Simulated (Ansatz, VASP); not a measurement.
# Hf2B3: VASP beside Ansatz

```
CELL_PARAMETERS angstrom
4.52417 0.00000 0.00000
-2.26208 3.91804 0.00000
0.00000 0.00000 4.69262
ATOMIC_POSITIONS crystal
Hf 0.33333 0.66667 0.50000
Hf 0.66667 0.33333 0.50000
B 0.00000 0.00000 0.83212
B 0.00000 0.00000 0.16788
B 0.00000 0.00000 0.50000
```

Alike in both runs: functional PBE; k mesh 6 × 6 × 4; occupations gaussian, width 0.1 eV; no spin polarisation.

Ansatz relaxed the structure, and its values are those at the end. VASP's run is a single point on that final structure, the one shown.

```csv
,VASP,Ansatz
version,VASP 6.6.1,Ansatz 0.2.0
potentials or method,"VASP PAW PBE potentials, release 64 (Hf_pv, B)","scalar-relativistic, plane waves, PAW"
plane-wave cutoff (eV),520,420
valence electrons in the cell,29,61
```

```tsv
	VASP	Ansatz	Ansatz less VASP
gap on the k mesh at the Fermi level (eV)	none	none	-
pressure (GPa)	-0.4	0.0	+0.39
```

A gap of «none» marks a metal or a gap that the smearing closes. With one functional, cell and mesh, what is left measures potentials, basis and numerics. The two sets of potentials don't hold the same shells in valence.

Spin-orbit coupling is left out, which matters for the levels of Hf.
